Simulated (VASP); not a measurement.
# ZnS: relaxation of cell and atoms with PBEsol

ZnS:

```
CELL_PARAMETERS angstrom
0.00000 2.70200 2.70200
2.70200 0.00000 2.70200
2.70200 2.70200 0.00000
ATOMIC_POSITIONS crystal
Zn 0.00000 0.00000 0.00000
S 0.25000 0.25000 0.25000
```

The cell was built by a generator and needn't be a form met in nature.

```json
{
  "Program": "VASP 6.6.1",
  "Task": "relaxation of cell and atoms",
  "Functional": "PBEsol",
  "Potentials or basis": "VASP PAW PBE potentials, release 64 (Zn, S)",
  "Cutoff": "600 eV",
  "k mesh": "10 × 10 × 10",
  "Occupations": "gaussian, width 0.03 eV",
  "Spin": "no spin polarisation",
  "Further INCAR settings": "ALGO = Normal; EDIFF = 1e-06; IBRION = 2; EDIFFG = -0.01; NSW = 90; ISIF = 3"
}
```

| Property | Result |
| --- | --- |
| Relaxed volume | 19.26 Å³/atom |
| Relaxed cell | a = 3.791 Å, b = 3.791 Å, c = 3.791 Å, α = 60.00°, β = 60.00°, γ = 60.00° |
| Space group after relaxing (to 0.05 Å) | F-43m (No. 216) |
| Energy gained by relaxing | 2.7 meV/atom |
| Ionic steps | 3 |
| Pressure after relaxing | 0.0 GPa |
| Band gap on the k mesh | 2.08 eV, direct |

The path:
| step | energy change (eV) | largest force (eV/Å) | pressure (GPa) | volume (Å³) |
| --- | --- | --- | --- | --- |
| 1 | 0.0000 | 0.0000 | -1.73 | 39.45 |
| 2 | -0.0049 | 0.0000 | 0.60 | 38.25 |
| 3 | -0.0054 | 0.0000 | -0.03 | 38.51 |

Final structure:
```yaml
crystal:
  lattice:
    - [0.00000, 2.68033, 2.68033]
    - [2.68033, 0.00000, 2.68033]
    - [2.68033, 2.68033, 0.00000]
  atoms:
    - { symbol: Zn, position: [0.00000, 0.00000, 0.00000] }
    - { symbol: S, position: [0.25000, 0.25000, 0.25000] }
```

Levels at points of the mesh, in eV from the valence-band top:
| k point | band 7 | band 8 | band 9 | band 10 | band 11 | band 12 |
| --- | --- | --- | --- | --- | --- | --- |
| (0.00, 0.00, 0.00) | 0.00 | 0.00 | 0.00 | 2.08 | 6.29 | 6.29 |
| (0.50, 0.00, 0.00) | -5.52 | -0.91 | -0.91 | 3.24 | 6.82 | 6.82 |
| (0.50, 0.50, 0.00) | -4.70 | -2.34 | -2.34 | 3.18 | 3.96 | 11.00 |

Run time: 43 s on 1 thread of Intel(R) Xeon(R) Platinum 8259CL CPU @ 2.50GHz (Skylake/Cascade Lake) (shared host), peak memory 0.2 GiB.

Caveat: the PAW data sets were made with another functional, which shifts forces and pressure a little. PBEsol gaps usually lie below the measured ones, often by a third to a half.
